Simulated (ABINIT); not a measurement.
The system is BP.

```
P B
1.0
     0.00000    2.26900    2.26900
     2.26900    0.00000    2.26900
     2.26900    2.26900    0.00000
P B
1 1
Direct
  0.75000 0.75000 0.75000
  0.00000 0.00000 0.00000
```

Program: ABINIT 10.8.3 (patched build). Alike in all runs: task single point; no spin polarisation; cell as given; cutoff (eV) 599.

**Question.** Order these runs on this cell by their band gap on the k mesh, lowest first.
A. level B3LYP; potentials or basis SPMS NC PBE v1.0; k mesh 8 × 8 × 8; smearing fermi-dirac 0.05 eV; thinning of the exchange mesh (fockdownsampling) 2 × 2 × 2
B. level PBE0; potentials or basis SPMS NC PBE v1.0; k mesh 8 × 8 × 8; smearing fixed; thinning of the exchange mesh (fockdownsampling) 2 × 2 × 2; share of exact exchange 0.1; inner loops (nnsclo) 2; other keys hyb_mixing = 0.1; nnsclo = 2
C. level HSE06; potentials or basis SG15 NC PBE v1.2; k mesh 6 × 6 × 6; smearing fixed

**Answer.** B (1.88 eV), C (2.16 eV), A (2.82 eV).

Caveats: Libxc's HSE differs a little from that of other programs (some runs).

A k mesh can miss the band edges.

Runs at the PBE level aren't shown here.
